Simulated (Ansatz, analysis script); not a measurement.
# MnO2: E(q) by the generalised Bloch theorem

Aim: the energy of MnO2 as its moments wind into spirals of wavevector q.

Program: Ansatz 0.2.0. Level of theory: PBE, PAW set soft_2. Results are calculated unless marked as measured.

Report form: the programs' logs are mostly left out.

### Step 1. The starting structure

It takes space group R-3m (No. 166, trigonal). The conventional cell has a = 2.857 Å, b = 2.857 Å, c = 13.752 Å, α = 90.00°, β = 90.00°, γ = 120.00°. Nearest to Mn lie 6 O at 1.90 Å. O has 3 Mn at 1.90 Å nearest. Farther neighbours and most contacts between anions are not listed.

The cell comes from the Materials Project, a database of computed structures, and the real compound, where it exists, may take another one.

### Step 2. Starting state

First a free collinear run, to see which state the typed moments lead to.

input.yaml

```yaml
crystal:
  lattice:
    - [1.4284348394, 0.824707239, 4.5839315268]
    - [-1.4284348394, 0.824707239, 4.5839315268]
    - [0.0, -1.6494144781, 4.5839315268]
  atoms:
    - { symbol: Mn, position: [0.0, 0.0, 0.0], spin: 4.5 }
    - { symbol: O, position: [0.26436449, 0.26436449, 0.26436449] }
    - { symbol: O, position: [0.73563551, 0.73563551, 0.73563551] }
magnetization:
  spin_polarized: true
kpoints:
  mp_grid: { grid: [6, 6, 6] }
hamiltonian:
  xc: pbe
scf:
  occupations: { method: fermi_dirac, width: 0.025 }
  max_iter: 120
  convergence: { dr2_threshold: 1.0e-08 }
output:
  write_density: true
  write_potential: true
  elf: true
  volumetric_format: npy
```

Started as:

```console
> ansatz run input.yaml --threads 2 --pin off --max-ram 5120MiB --backend cpu --events-out ev --progress --plain --runs-dir out
```

Wall time 1.8 s (2 threads of Arm Neoverse V2, shared host); peak memory 0.3 GiB.

Spin moment in the atom's sphere by atom:

| atom | spin moment in the atom's sphere (μB) |
| --- | --- |
| Mn1 | 2.49 |
| O2 | 0.05 |
| O3 | 0.05 |

Tables count atoms from 1; parts of the log count from 0.

The run ends ferromagnetic, with a net moment of 3 μB a cell. With one Mn atom carrying the moment, parallel order of its images is forced by the cell, not found.

Spin density in the ac plane of the conventional cell at fractional y = 0.000, with atoms of Mn and O within 0.2 Å of it.

Values in e/Å³, 24 rows by 14 columns, each cell a mean:
```
3.1 2.2 1.0 0.4 0.1 0.0 0.0 0.0 0.0 0.1 0.2 0.5 1.2 2.4
0.3 0.2 0.1 0.1 0.0 0.0 0.0 0.0 0.0 0.0 0.0 0.1 0.1 0.2
0.0 0.0 0.0 0.0 0.0 0.0 0.0 0.0 0.0 0.0 0.0 0.0 0.0 0.0
0.0 0.0 0.0 0.0 0.0 0.0 0.0 0.0 0.0 0.0 0.0 0.0 0.0 0.0
0.0 0.0 0.0 0.0 0.0 0.0 0.0 0.0 0.0 0.0 0.0 0.0 0.0 0.0
0.2 0.1 0.0 0.0 0.0 0.0 0.0 0.0 0.0 0.0 0.0 0.0 0.1 0.1
0.1 0.0 0.0 0.0 0.0 0.0 0.1 0.1 0.0 0.0 0.0 0.0 0.0 0.0
0.0 0.0 0.0 0.0 0.1 0.1 0.2 0.2 0.2 0.1 0.1 0.0 0.0 0.0
0.0 0.0 0.0 0.0 0.1 0.1 0.1 0.1 0.1 0.1 0.0 0.0 0.0 0.0
0.0 0.0 0.0 0.0 0.0 0.0 0.0 0.0 0.0 0.0 0.0 0.0 0.0 0.0
0.0 0.0 0.0 0.0 0.0 0.0 0.0 0.0 0.0 0.0 0.0 0.0 0.0 0.0
0.0 0.0 0.0 0.0 0.0 0.0 0.0 0.0 0.0 0.0 0.0 0.0 0.0 0.0
0.0 0.0 0.0 0.0 0.0 0.0 0.0 0.0 0.0 0.0 0.0 0.0 0.0 0.0
0.0 0.0 0.0 0.0 0.0 0.0 0.0 0.0 0.0 0.0 0.0 0.0 0.0 0.0
0.0 0.0 0.0 0.0 0.0 0.0 0.0 0.0 0.0 0.0 0.0 0.0 0.0 0.0
0.0 0.0 0.0 0.0 0.1 0.1 0.1 0.1 0.1 0.1 0.1 0.0 0.0 0.0
0.0 0.0 0.0 0.0 0.0 0.1 0.2 0.2 0.2 0.1 0.0 0.0 0.0 0.0
0.1 0.1 0.0 0.0 0.0 0.0 0.0 0.0 0.0 0.0 0.0 0.0 0.0 0.1
0.1 0.1 0.0 0.0 0.0 0.0 0.0 0.0 0.0 0.0 0.0 0.0 0.0 0.1
0.0 0.0 0.0 0.0 0.0 0.0 0.0 0.0 0.0 0.0 0.0 0.0 0.0 0.0
0.0 0.0 0.0 0.0 0.0 0.0 0.0 0.0 0.0 0.0 0.0 0.0 0.0 0.0
0.0 0.0 0.0 0.0 0.0 0.0 0.0 0.0 0.0 0.0 0.0 0.0 0.0 0.0
0.7 0.5 0.2 0.1 0.0 0.0 0.0 0.0 0.0 0.0 0.0 0.1 0.3 0.5
4.5 3.2 1.5 0.5 0.2 0.1 0.0 0.0 0.0 0.1 0.2 0.7 1.8 3.5
```
Columns run along a (2.9 Å), rows up along c (13.8 Å), edges of the conventional cell, whose origin can differ from the input's. Atoms in or near the plane, at fractional coordinates: Mn at (0.00, 0.00), O at (0.00, 0.26), O at (0.00, 0.74).

Valence density in the ac plane of the conventional cell at fractional y = 0.000, with atoms of Mn and O within 0.2 Å of it. It is the smooth field of the valence electrons, not physical close to the nuclei.

Ten steps, logarithmic in the rise over the least value, from '0' (0 e/Å³) to '9' (20 e/Å³), each cell a mean:
```
98743222223578
33222222222223
00001111111000
00000000000000
22110000000112
66532100012456
77643211123567
44322233322234
11112233322111
00012233321100
00001111110000
00000000000000
00000000000000
00001122211000
00012233321100
11112233322111
55432222222345
77643211123567
55421100012345
11000000000001
00000000000000
00011122211100
54322222222244
99753222223689
```
Columns run along a (2.9 Å), rows up along c (13.8 Å), edges of the conventional cell, whose origin can differ from the input's. Atoms in or near the plane, at fractional coordinates: Mn at (0.00, 0.00), O at (0.00, 0.26), O at (0.00, 0.74).

ELF in the ac plane of the conventional cell at fractional y = 0.000, with atoms of Mn and O within 0.2 Å of it. It is the smooth field of the valence electrons, not physical close to the nuclei.

Ten even steps from '0' (0.00) to '9' (0.81), each cell a mean:
```
87632334322468
22124677753212
00013566642100
00000011100000
77642000013567
99997310147999
57996311137987
77642122112467
11111233321111
00024677753200
00013566543100
00000011100000
00001122210000
00024577653100
00123566653100
32211222211122
88763112124678
57997311148986
99986300136999
55421000001245
00001122210000
00124577653110
43223567653223
99742122222579
```
Columns run along a (2.9 Å), rows up along c (13.8 Å), edges of the conventional cell, whose origin can differ from the input's. Atoms in or near the plane, at fractional coordinates: Mn at (0.00, 0.00), O at (0.00, 0.26), O at (0.00, 0.74).

Each spiral starts from these moments, tilted 90° from the rotation axis z (a flat spiral); sizes are free, while the program holds flat spirals in their plane. Spin–orbit coupling is switched off, so the energy does not depend on how the axis lies in the crystal. The folder named start holds the saved collinear state, from which each run begins.

The runs on spinors take the mesh 12×12×12.

### Step 3. q = (0, 0, 0)

The reference is the same input at q = 0, so that basis and exchange-correlation form match those at other q. Every q is chosen so that q/2 is a mesh vector: every spiral then samples the k-points of q = 0, and much mesh noise cancels.

input.yaml

```yaml
crystal:
  lattice:
    - [1.4284348394, 0.824707239, 4.5839315268]
    - [-1.4284348394, 0.824707239, 4.5839315268]
    - [0.0, -1.6494144781, 4.5839315268]
  atoms:
    - { symbol: Mn, position: [0.0, 0.0, 0.0], spin: 2.49, spin_axis: [1.0, 0.0, 0.0] }
    - { symbol: O, position: [0.26436449, 0.26436449, 0.26436449] }
    - { symbol: O, position: [0.73563551, 0.73563551, 0.73563551] }
kpoints:
  mp_grid: { grid: [12, 12, 12] }
hamiltonian:
  xc: pbe
scf:
  occupations: { method: fermi_dirac, width: 0.025 }
  max_iter: 120
  convergence: { dr2_threshold: 1.0e-08 }
basis:
  ecutwfc: 420.0
magnetization:
  noncollinear: true
  spin_spiral: { q: [0.0, 0.0, 0.0] }
checkpoint:
  read: start
```

Started as:

```console
> ansatz run input.yaml --threads 1 --pin off --max-ram 2560MiB --backend cpu --events-out ev --progress --plain --runs-dir out
```

The job ended after 38 s (1 thread; peak memory 0.59 GiB).

The largest moment is 2.49 μB, against 2.49 μB in the collinear run.

### Step 4. q = (0.333, 0.333, 0.333)

Only q changes. The cell stays that of the crystal, since the generalised Bloch theorem carries the rotation from cell to cell.

input.yaml: that of step 3 with these lines changed.

```diff
@@ -21,3 +21,3 @@
   noncollinear: true
-  spin_spiral: { q: [0.0, 0.0, 0.0] }
+  spin_spiral: { q: [0.33333333, 0.33333333, 0.33333333] }
 checkpoint:
```

It took 70 s on 1 thread; peak memory 0.61 GiB.

The energy of the cell lies 0.526 meV below that at q = 0, and the largest moment is 2.49 μB against 2.49 μB.

### Step 5. q = (0.5, -0.167, 0.167)

input.yaml: that of step 4 with these lines changed.

```diff
@@ -21,3 +21,3 @@
   noncollinear: true
-  spin_spiral: { q: [0.33333333, 0.33333333, 0.33333333] }
+  spin_spiral: { q: [0.5, -0.16666667, 0.16666667] }
 checkpoint:
```

Run time: 6.7 min. Hardware: 1 thread; peak memory 1.8 GiB.

The energy of the cell lies 19.4 meV below that at q = 0, and the largest moment is 2.37 μB against 2.49 μB.

### Step 6. q = (0.5, 0.5, 0.5)

input.yaml: that of step 5 with these lines changed.

```diff
@@ -21,3 +21,3 @@
   noncollinear: true
-  spin_spiral: { q: [0.5, -0.16666667, 0.16666667] }
+  spin_spiral: { q: [0.5, 0.5, 0.5] }
 checkpoint:
```

Run time: 74 s. Hardware: 1 thread; peak memory 0.62 GiB.

The energy of the cell lies 0.7 meV below that at q = 0, and the largest moment is 2.49 μB against 2.49 μB.

### Step 7. q = (0.833, 0.167, 0.5)

input.yaml: that of step 6 with these lines changed.

```diff
@@ -21,3 +21,3 @@
   noncollinear: true
-  spin_spiral: { q: [0.5, 0.5, 0.5] }
+  spin_spiral: { q: [0.83333333, 0.16666667, 0.5] }
 checkpoint:
```

Wall time 6.5 min (1 thread); peak memory 1.8 GiB.

The energy of the cell lies 19.4 meV below that at q = 0, and the largest moment is 2.37 μB against 2.49 μB.

2 more runs differ from these in the same keys alone and are tabled below.

### Step 8. Side runs that gave no result

| changed | outcome |
| --- | --- |
| scf.lower_state_search; scf.mixing.preconditioner | cut off at the time limit |

### Step 9. The spirals together

| q (reciprocal lattice) | path length (1/Å) | E(q) − E(0) (meV a magnetic atom) | \|m\| Mn no. 1 (μB) |
| --- | --- | --- | --- |
| (0, 0, 0) | 0.000 | 0.00 | 2.49 |
| (0.333, 0.333, 0.333) | 0.457 | -0.53 | 2.49 |
| (0.5, 0.5, 0.5) | 0.685 | -0.70 | 2.49 |
| (0.667, 0.333, 0.5) | 1.418 | -16.50 | 2.41 |
| (0.833, 0.167, 0.5) | 2.152 | -19.45 | 2.37 |
| (0.5, -0.167, 0.167) | 2.608 | -19.45 | 2.37 |
| (0.5, 0, 0) | 3.342 | -2.08 | 2.39 |

### Step 10. Summary of results

```json
{
 "lowest point of the path": "q = (0.833, 0.167, 0.5), -19.5 meV a magnetic atom from q = 0",
 "highest point": "0 meV a magnetic atom"
}
```

In words: The state at q = (0.833, 0.167, 0.5) lies 19.5 meV a magnetic atom below the ferromagnetic start, so that start is not the lowest state. The moments change by at most 5 % from their size at q = 0, so they are well localised. No spin model is given, since the independent points are too few for the number of shells that the script fitted. The 7 spiral runs took 25 min of wall time, added up. Without a U, semilocal functionals delocalise the d or f electrons of such compounds, which shrinks moments, overestimates superexchange, narrows or closes the gap and can change the order.

[Logs and program files are shortened in this print: banners, set-up blocks, solver, clock and traceback lines can be left out without a mark of their own.]

[Logs are printed without paths, hosts, clocks, repeated set-up lines and the standing remarks that a program may print on its own settings, such as how far it seeks lower states.]

[Hosts, paths, dates, database ids (printed as entryN), source tags and the programs' standing remarks are cut or masked in the printed files.]
